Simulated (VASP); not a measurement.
A run of VASP 6.6.1:

File INCAR:

```
SYSTEM = SiGe3
PREC = Normal
ENCUT = 520
EDIFF = 1E-4
ISMEAR = 0
SIGMA = 0.15
LREAL = .False.
LASPH = .True.
NELM = 60
ALGO = Fast
ISIF = 3
LWAVE = .False.
LCHARG = .False.
GGA = PE
IBRION = 2
NSW = 24
EDIFFG = -0.08
```

File KPOINTS:

```
regular mesh
0
Gamma
  8 8 2
  0 0 0
```

The input POSCAR:

```
SiGe3
1.0
    2.7705083800      0.0000000000      0.0000000000
   -1.3852541900      2.3993306400      0.0000000000
    0.0000000000      0.0000000000      9.9532565800
Si Ge
1 3
Direct
    0.0000000000      0.0000000000      0.5000000000
    0.0000000000      0.0000000000      0.0000000000
    0.3333333300      0.6666666700      0.7547884000
    0.3333333300      0.6666666700      0.2452116000
```

Potentials or basis: VASP PAW PBE potentials, release 64 (Si, Ge_d).

Launch:

```sh
$ cat potpaw_PBE.64/Si/POTCAR potpaw_PBE.64/Ge_d/POTCAR > POTCAR
$ mpirun -np 1 vasp_std > vasp.out
```

Hardware: 1 thread of Intel(R) Xeon(R) Platinum 8259CL CPU @ 2.50GHz (Skylake/Cascade Lake), with other jobs on the host.

Question: Estimate the wall time of this run.

Answer: It took 3.2 min on 1 thread of Intel(R) Xeon(R) Platinum 8259CL CPU @ 2.50GHz (Skylake/Cascade Lake) (shared host), peak memory 0.16 GiB. Counts: scf iterations 92, k points 20, ion steps 21.
